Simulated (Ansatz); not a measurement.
## PbS: what symmetry allows forces and stress to be

```
CELL_PARAMETERS angstrom
11.00836 0.00000 0.00000
0.00000 3.02526 2.79767
0.00000 -3.02526 2.79767
ATOMIC_POSITIONS crystal
Pb 0.63384 0.29573 0.79573
Pb 0.36616 0.79573 0.29573
S 0.61894 0.72527 0.22527
S 0.38106 0.22527 0.72527
```

Computed with DFT PBE, scalar-relativistic, plane waves, PAW (Ansatz).

Cutoff 420 eV; k points 4×6×6 on the computed 4-atom cell (Γ-centred); Gaussian smearing, width 0.02 eV; no spin polarisation.

This distorted cell has space group Aem2, with 4 operations.

Q: Without a calculation: in which directions can each atom feel a force?

A: A force must be left unchanged by every operation that keeps its atom in place, so it lies in the space that those operations leave fixed. Atoms that the group maps onto each other feel forces of one size.
```
atom site symmetry operations at the site equivalent to atom allowed force (Cartesian)
 Pb1            .m.                       2                   1  in the plane normal to (0.00, 1.00, 0.00)
 Pb2            .m.                       2                   1  in the plane normal to (0.00, 1.00, 0.00)
  S3            .m.                       2                   3  in the plane normal to (0.00, 1.00, 0.00)
  S4            .m.                       2                   3  in the plane normal to (0.00, 1.00, 0.00)
```

That leaves 4 independent force components of 12, tied by 1 condition that the forces sum to zero, so 3 remain. A relaxation in this cell that keeps the symmetry moves the atoms in these directions alone.

Q: And the stress tensor?

A: It must be invariant under the point group, which leaves 3 independent components: yz, xz, xy vanish.

Q: Do the computed values obey this?

A: Yes. Forces (eV/Å):
```
Pb1  0.176  0.000 -2.134
Pb2 -0.176  0.000 -2.134
S3  -0.285  0.000  2.134
S4   0.285  0.000  2.134
```

Stress (GPa, compression positive, xx yy zz yz xz xy): -0.20 0.18 12.90 0.00 0.00 0.00. The program imposes the same operations on density, forces and stress, so this confirms the analysis and is no independent test of the calculation.

Spin–orbit coupling is left out, which can shift energies with elements as heavy as these. The cell holds layers, and where no dispersion correction was added their binding is poorly described.

This form isn't the usual stable structure of the compound.